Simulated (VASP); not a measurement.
# SnSe (Fm-3m) in VASP: notebook

One crystal, SnSe, is run at these levels: r2SCAN, LDA; tasks: single point.

Everything below comes from runs of VASP 6.6.1. Logs are shortened: lines on timing, memory, paths and dates and some standing lists are left out, and cuts for length are marked.

## Step 1: The crystal as given

The structure is cubic, space group Fm-3m (No. 225). The conventional cell has a = 6.020 Å, b = 6.020 Å, c = 6.020 Å, α = 90.00°, β = 90.00°, γ = 90.00°. Sn (site symmetry m-3m) has 6 Se at 3.01 Å as nearest neighbours. Se (site symmetry m-3m) is surrounded by 6 Sn at 3.01 Å.

Measurements of this composition are mostly on another form, of space group No. 62.

## Step 2: Single point, r2SCAN

INCAR reads:

```
SYSTEM = SnSe
  ADDGRID = .FALSE.
  ALGO = Normal
  EDIFF = 1E-7
  ENCUT = 500
  ISIF = 2
  ISMEAR = 0
  LASPH = .TRUE.
  LCHARG = .FALSE.
  LMIXTAU = .TRUE.
  LREAL = Auto
  LWAVE = .FALSE.
  METAGGA = R2SCAN
  NBANDS = 17
  NELM = 100
  PREC = Accurate
  SIGMA = 0.05
```

KPOINTS reads:

```
k-points
0
G
  10 10 10
  0 0 0
```

POSCAR reads:

```
SnSe
1.0
    0.0000000000      3.0100000000      3.0100000000
    3.0100000000      0.0000000000      3.0100000000
    3.0100000000      3.0100000000      0.0000000000
Sn Se
1 1
Direct
    0.0000000000      0.0000000000      0.0000000000
    0.5000000000      0.5000000000      0.5000000000
```

Potentials or basis: VASP PAW PBE potentials, release 64 (Sn_d, Se).

On the command line:

```sh
cat potpaw_PBE.64/Sn_d/POTCAR potpaw_PBE.64/Se/POTCAR > POTCAR
mpirun -np 1 vasp_std > vasp.out
```

OUTCAR:

```text
SYSTEM = SnSe
   EDIFF = 1E-7
   ENCUT = 500
   ISIF = 2
   ISMEAR = 0
   LASPH = .TRUE.
   LREAL = Auto
   METAGGA = R2SCAN
   NELM = 100
   PREC = Accurate

 Found     47 irreducible k-points:

 Following reciprocal coordinates:
            Coordinates               Weight
  0.000000  0.000000  0.000000      1.000000
  0.100000  0.000000  0.000000      8.000000
  0.200000  0.000000  0.000000      8.000000
  0.300000  0.000000  0.000000      8.000000
  0.400000  0.000000  0.000000      8.000000
  0.500000  0.000000  0.000000      4.000000
   k-points           NKPTS =     47   k-points in BZ     NKDIM =     47   number of bands    NBANDS=     17
   number of dos      NEDOS =    301   number of ions     NIONS =      2
   total plane-waves  NPLWV =  32768
   dimension x,y,z NGX =    32 NGY =   32 NGZ =   32
   dimension x,y,z NGXF=    64 NGYF=   64 NGZF=   64
   ions per type =               1   1
   NGX,Y,Z   is equivalent  to a cutoff of  12.50, 12.50, 12.50 a.u.
   NGXF,Y,Z  is equivalent  to a cutoff of  24.99, 24.99, 24.99 a.u.
 SYSTEM =  SnSe
   PREC   = accura    normal or accurate (medium, high low for compatibility)
   ISTART =      0    job   : 0-new  1-cont  2-samecut
   ICHARG =      2    charge: 1-file 2-atom 10-const
   ISPIN  =      1    spin polarized calculation?
   LNONCOLLINEAR =      F non collinear calculations
   LSORBIT =      F    spin-orbit coupling
   LASPH  =      T    aspherical Exc in radial PAW
   ENCUT  =  500.0 eV  36.75 Ry    6.06 a.u.   7.76  7.76  7.76*2*pi/ulx,y,z
   NELM   =    100;   NELMIN=  2; NELMDL= -5     # of ELM steps
   EDIFF  = 0.1E-06   stopping-criterion for ELM
   LREAL  =      T    real-space projection
   EDIFFG = 0.1E-05   stopping-criterion for IOM
   NSW    =      0    number of steps for IOM
   IBRION =     -1    ionic relax: 0-MD 1-quasi-New 2-CG
   NFREE  =      0    steps in history (QN), initial steepest desc. (CG)
   ISIF   =      2    stress and relaxation
   ISYM   =      2    0-nonsym 1-usesym 2-fastsym
   POTIM  = 0.5000    time-step for ionic-motion
   TEBEG  =    0.0;   TEEND  =   0.0 temperature during run
   PSTRESS=    0.0 pullay stress
   NELECT =      20.0000    total number of electrons
   NUPDOWN=      -1.0000    fix difference up-down
   EMIN   =  10.00;   EMAX   =-10.00  energy-range for DOS
   EFERMI =   0.00;   METHOD = LEGACY
   ISMEAR =     0;   SIGMA  =   0.05  broadening in eV -4-tet -1-fermi 0-gaus
   EFERMI_NEDOS =   21; number of points for ismear=-14 and -15
   IALGO  =     38    algorithm
   IMIX   =      4    mixing-type and parameters
     AMIX     =   0.40;   BMIX     =  1.00
     AMIX_MAG =   1.60;   BMIX_MAG =  1.00
  volume/ion in A,a.u.               =      27.27       184.03
  Fermi-wavevector in a.u.,A,eV,Ry     =   1.171768  2.214321 18.681350  1.373040
  Thomas-Fermi vector in A             =   2.308207
   LORBIT       =      0    0 simple, 1 ext, 2 COOP (PROOUT), +10 PAW based schemes
   METAGGA = R2SCAN    functional components
   LHFCALC =     F    Hartree Fock is set to
   AEXX    =    0.0000 exact exchange contribution
   IVDW    =     0    specifies the selected vdW correction
   LEPSILON=     F    determine dielectric tensor
   LRPA    =     F    only Hartree local field effects (RPA)
 non-spin polarized calculation
 Gauss-broadening in eV      SIGMA  =   0.05
  energy-cutoff  :      500.00
  volume of cell :       54.54
 maximum number of plane-waves:      1411
   NGX = 15   NGY = 15   NGZ = 15

 number of electron      20.0000005 magnetization

 Free energy of the ion-electron system (eV)
  ---------------------------------------------------
  ext. energy  EPLUGINS =         0.00000000
  ---------------------------------------------------
  free energy    TOTEN  =       -39.87559371 eV

  energy without entropy =      -39.87559371  energy(sigma->0) =      -39.87559371

 E-fermi :   5.9240     XC(G=0): -10.1879

 val. band max:        5.7111483325   @ k =   0.5000   0.0000   0.0000
 cond. band min:       6.1658830031   @ k =   0.5000   0.0000   0.0000
 fundamental gap:      0.4547346705
 Fermi energy:         5.9240182219

 k-point     1 :       0.0000    0.0000    0.0000
  band No.  band energies     occupation
      1     -16.8384      2.00000
      2     -16.8384      2.00000
      3     -16.8364      2.00000
      4     -16.8364      2.00000
      5     -16.8364      2.00000
      6      -9.0118      2.00000
[... 9 lines left out ...]
     16      11.7513      0.00000
     17      14.0257      0.00000

 k-point     2 :       0.1000    0.0000    0.0000
  band No.  band energies     occupation
      1     -16.8391      2.00000
      2     -16.8391      2.00000
      3     -16.8361      2.00000
      4     -16.8353      2.00000
      5     -16.8353      2.00000
      6      -8.9381      2.00000
[... 9 lines left out ...]
     16      12.0020      0.00000
     17      14.7570      0.00000

 k-point     3 :       0.2000    0.0000    0.0000
  band No.  band energies     occupation
      1     -16.8413      2.00000
      2     -16.8412      2.00000
      3     -16.8354      2.00000
      4     -16.8321      2.00000
      5     -16.8321      2.00000
      6      -8.7309      2.00000
[... 9 lines left out ...]
     16      12.6571      0.00000
     17      16.3959      0.00000

 k-point     4 :       0.3000    0.0000    0.0000
  band No.  band energies     occupation
      1     -16.8440      2.00000
      2     -16.8440      2.00000
      3     -16.8346      2.00000
      4     -16.8280      2.00000
      5     -16.8280      2.00000
      6      -8.4381      2.00000
[... 9 lines left out ...]
     16      13.6746      0.00000
     17      18.0835      0.00000

 k-point     5 :       0.4000    0.0000    0.0000
  band No.  band energies     occupation
      1     -16.8463      2.00000
      2     -16.8462      2.00000
      3     -16.8340      2.00000
      4     -16.8247      2.00000
      5     -16.8247      2.00000
      6      -8.1587      2.00000
[... 9 lines left out ...]
     16      15.0061      0.00000
     17      17.1630      0.00000

 k-point     6 :       0.5000    0.0000    0.0000
  band No.  band energies     occupation
      1     -16.8471      2.00000
      2     -16.8471      2.00000
      3     -16.8338      2.00000
      4     -16.8234      2.00000
      5     -16.8234      2.00000
      6      -8.0378      2.00000
[... 9 lines left out ...]
     16      16.2005      0.00000
     17      16.2005      0.00000

 [... further k-points ...]

------------------------ aborting loop because EDIFF is reached ----------------------------------------

  FORCE on cell =-STRESS in cart. coord.  units (eV):
  Direction    XX          YY          ZZ          XY          YZ          ZX
  --------------------------------------------------------------------------------------
  -------------------------------------------------------------------------------------
  Total       -0.0025706     -0.0025706     -0.0025706      0.0000000      0.0000000     -0.0000000
  in kB       -0.0755125     -0.0755125     -0.0755125      0.0000000      0.0000000     -0.0000000
  external PRESSURE =      -0.0755125 kB  Pullay stress =       0.0000000 kB

 VOLUME and BASIS-vectors are now :
 -----------------------------------------------------------------------------
  energy-cutoff  :      500.00
  volume of cell :       54.54
      direct lattice vectors                 reciprocal lattice vectors
     0.000000000  3.010000000  3.010000000    -0.166112957  0.166112957  0.166112957
     3.010000000  0.000000000  3.010000000     0.166112957 -0.166112957  0.166112957
     3.010000000  3.010000000  0.000000000     0.166112957  0.166112957 -0.166112957

 POSITION                                       TOTAL-FORCE (eV/Angst)
 -----------------------------------------------------------------------------------
      0.00000      0.00000      0.00000        -0.000000     -0.000000     -0.000000
      3.01000      3.01000      3.01000         0.000000      0.000000      0.000000
 -----------------------------------------------------------------------------------
    total drift:                                0.000000     -0.000000     -0.000000

  FREE ENERGIE OF THE ION-ELECTRON SYSTEM (eV)
  ---------------------------------------------------
  free  energy   TOTEN  =       -39.8755937148 eV

  energy  without entropy=      -39.8755937148  energy(sigma->0) =      -39.87559371
```

Wall time 2.5 min (1 thread of Intel Xeon Platinum 8488C (Sapphire Rapids), shared host); peak memory 0.2 GiB.

The run converged, but some of its settings lie outside the range that counts as converged, so its numbers aren't taken as properties of the crystal.

What came out:

```yaml
Free_energy: -39.8756 eV
Pressure: 0.0 GPa
Band_gap_on_the_k_mesh: 0.45 eV, direct
```

Caveat: the PAW data sets were made with another functional, which shifts forces and pressure a little; spin-orbit coupling is left out, which moves the levels of the heavy elements.

## Step 3: Single point, r2SCAN

Edit INCAR of step 2 so:

```diff
@@ -3,3 +3,3 @@
   ALGO = Normal
-  EDIFF = 1E-7
+  EDIFF = 1E-5
   ENCUT = 500
@@ -10,3 +10,3 @@
   LMIXTAU = .TRUE.
-  LREAL = Auto
+  LREAL = .FALSE.
   LWAVE = .FALSE.
```

KPOINTS is that of step 2.

POSCAR is that of step 2.

Potentials or basis: VASP PAW PBE potentials, release 64 (Sn_d, Se).

On the command line:

```sh
cat potpaw_PBE.64/Sn_d/POTCAR potpaw_PBE.64/Se/POTCAR > POTCAR
mpirun -np 1 vasp_std > vasp.out
```

It took 1.8 min on 1 thread of Intel Xeon Platinum 8488C (Sapphire Rapids), shared host; peak memory 0.21 GiB.

These settings aren't checked as converged: the numbers below hold their error.

Results:

```
Free energy            : -39.8743 eV
Pressure               : -0.1 GPa
Band gap on the k mesh : 0.45 eV, direct
```

Caveat: the PAW data sets were made with another functional, which shifts forces and pressure a little; spin-orbit coupling is left out, which moves the levels of the heavy elements.

## Step 4: Single point, LDA, spin-orbit coupling, no magnetisation

INCAR reads:

```
SYSTEM = SnSe
PREC     = Accurate       ! precision mode
ENCUT    = 520            ! plane-wave cutoff, eV
EDIFF    = 1E-7           ! SCF threshold, eV
ISMEAR   = 0              ! smearing method
SIGMA    = 0.02           ! smearing width, eV
LREAL    = .FALSE.        ! projectors in reciprocal space
LASPH    = .TRUE.         ! aspherical terms in the spheres
NELM     = 100            ! most SCF steps
ALGO     = Normal         ! electronic algorithm
ISIF     = 2              ! what is computed and relaxed
LWAVE    = .FALSE.        ! write WAVECAR
LCHARG   = .FALSE.        ! write CHGCAR
MAGMOM   = 0 0 0 0 0 0    ! initial moments
LORBIT   = 11             ! projections on sites
LSORBIT  = .TRUE.         ! spin-orbit coupling
GGA_COMPAT= .FALSE.      
NBANDS   = 36             ! bands
```

KPOINTS reads:

```
regular mesh
0
G
  10 10 10
  0 0 0
```

POSCAR is that of step 3.

Potentials or basis: VASP PAW LDA potentials, release 64 (Sn_d, Se).

On the command line:

```sh
cat potpaw_LDA.64/Sn_d/POTCAR potpaw_LDA.64/Se/POTCAR > POTCAR
mpirun -np 1 vasp_ncl > vasp.out
```

It took 90 s on 1 thread of Intel Xeon Platinum 8488C (Sapphire Rapids), shared host; peak memory 0.31 GiB.

These settings aren't checked as converged: the numbers below hold their error.

Results:

| Item | Value |
| --- | --- |
| Free energy | -9.5372 eV |
| Pressure | -3.2 GPa |
| Valence electrons inside the program's atomic spheres | Sn 12.07; Se 3.79 |

## Step 5: Single point, LDA, spin-orbit coupling, no magnetisation

Edit INCAR of step 4 so:

```diff
@@ -2,3 +2,3 @@
 PREC     = Accurate       ! precision mode
-ENCUT    = 520            ! plane-wave cutoff, eV
+ENCUT    = 750            ! plane-wave cutoff, eV
 EDIFF    = 1E-7           ! SCF threshold, eV
```

KPOINTS reads:

```
regular mesh
0
G
  8 8 8
  0 0 0
```

POSCAR is that of step 4.

On the command line:

```sh
cat potpaw_LDA.64/Sn_d/POTCAR potpaw_LDA.64/Se/POTCAR > POTCAR
mpirun -np 1 vasp_ncl > vasp.out
```

It took 2.4 min on 1 thread of Intel Xeon Platinum 8488C (Sapphire Rapids), shared host; peak memory 0.45 GiB.

The run converged, but some of its settings lie outside the range that counts as converged, so its numbers aren't taken as properties of the crystal.

Results:

* Free energy: -9.5435 eV
* Pressure: -3.3 GPa
* Valence electrons inside the program's atomic spheres: Sn 12.07; Se 3.79

## Step 6: The reference run

An earlier run on the cell as given: functional PBEsol; potentials or basis VASP PAW PBE potentials, release 64 (Sn_d, Se); cutoff 520 eV; k mesh 8 × 8 × 8; occupations fermi-dirac, width 0.05 eV; no spin polarisation.

* Pressure: -1.9 GPa
* Band gap on the k mesh: 0.65 eV, direct
